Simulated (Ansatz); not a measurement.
**I: from a first guess to the relaxed hcp type**

First guess:

```xyz
2
Lattice="2.7680 0.0000 0.0000 -1.3840 2.3972 0.0000 0.0000 0.0000 4.4842" Properties=species:S:1:pos:R:3 pbc="T T T"
I     0.0000    1.5981    1.1210
I     1.3840    0.7991    3.3631
```

Theory: DFT, PBE, PAW with Ansatz's default frozen-core files, scalar-relativistic in Ansatz 0.2.0.

Cell and atoms relax within the symmetry of the start on a 15×15×8 k mesh with 0.05 eV Fermi–Dirac smearing.

The start is built from a prototype, known or not as a phase of this compound; the cutoff is 420 eV.

Spin–orbit coupling is left out, though it moves levels of the heavy atoms by tenths of an eV or more.

(1) What is the pressure of the first guess?

(2) What does it relax to?

(3) How much energy does the relaxation release?

Answers

(1) 179.4 GPa.

(2) a = 4.283 Å, b = 4.283 Å, c = 4.883 Å, α = 90.00°, β = 90.00°, γ = 120.00° (conventional cell), 38.78 Å³ per atom:
```cif
data_structure
_symmetry_space_group_name_H-M 'P6_3/mmc'
_symmetry_Int_Tables_number 194
_cell_length_a 4.2827
_cell_length_b 4.2827
_cell_length_c 4.8829
_cell_angle_alpha 90.000
_cell_angle_beta 90.000
_cell_angle_gamma 120.000
_cell_volume 77.56
loop_
_atom_site_label
_atom_site_type_symbol
_atom_site_symmetry_multiplicity
_atom_site_Wyckoff_symbol
_atom_site_fract_x
_atom_site_fract_y
_atom_site_fract_z
_atom_site_occupancy
I1 I 2 c 0.33333 0.66667 0.25000 1
```

(3) 5145 meV/atom.
